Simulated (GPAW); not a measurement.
**Moving the functional in YN**

It takes space group Fm-3m (No. 225, cubic). The conventional cell has a = 4.877 Å, b = 4.877 Å, c = 4.877 Å, α = 90.00°, β = 90.00°, γ = 90.00°. Y (site symmetry m-3m) has 6 N at 2.44 Å as nearest neighbours. N (site symmetry m-3m) is surrounded by 6 Y at 2.44 Å.

Kept alike: task band structure; k mesh 9 × 9 × 9; occupations fermi-dirac, width 0.05 eV; no spin polarisation. Program: GPAW, potentials by row: the program's PAW data sets (release 1.2.1) made for this functional (LDA); GPAW PAW data sets (gpaw-data 1.2.1) (PBE, r2SCAN); PAW data sets generated for this functional (PBEsol), cutoff 800 eV. The mesh is that of the run's cell of 2 atoms. No spin-orbit coupling.

| functional | band gap (eV) | pressure (GPa) |
| --- | --- | --- |
| LDA | 0.104 | -7.25 |
| PBE | 0.198 | 1.73 |
| PBEsol | 0.114 | -3.22 |
| r2SCAN | 0.575 | 1.21 |

Pressure is positive in compression; the values hold the error of the finite cutoff, so their zero can differ a little from the energy's minimum. Gaps are the smaller of the mesh's and the band path's.

What does the functional change here?

The band gap runs from 0.104 (LDA) to 0.575 eV (r2SCAN). From PBE: LDA -0.094; PBEsol -0.084; r2SCAN +0.377. The pressure runs from -7.25 (LDA) to 1.73 GPa (PBE). From PBE: LDA -8.98; PBEsol -4.95; r2SCAN -0.52. A positive pressure means that the functional's own cell is larger than the one given, a negative one that it is smaller.

All four functionals leave YN with a gap, but a narrow one in LDA, PBEsol and PBE; only r2SCAN opens it substantially, to 0.575 eV. The gap separates filled, mainly N p states from empty, mainly Y d states, as expected for a largely ionic nitride of a group 3 metal. Because the cell is held fixed, the spread reflects the functionals' treatment of these two sets of states, not differences in bond length. The larger r2SCAN value probably comes from its dependence on the kinetic-energy density, which makes the potential act differently on the p and d states.

The pressures follow a different order: PBE and r2SCAN lie close together in pressure but far apart in gap, so a good description of the volume doesn't guarantee one of the band edges. The clearly negative LDA pressure fits its usual overbinding, which PBEsol reduces. Semilocal gaps are generally too small, so the near closure in LDA is no evidence that YN is a semimetal. How far the gaps would shift at each functional's own equilibrium volume remains open.
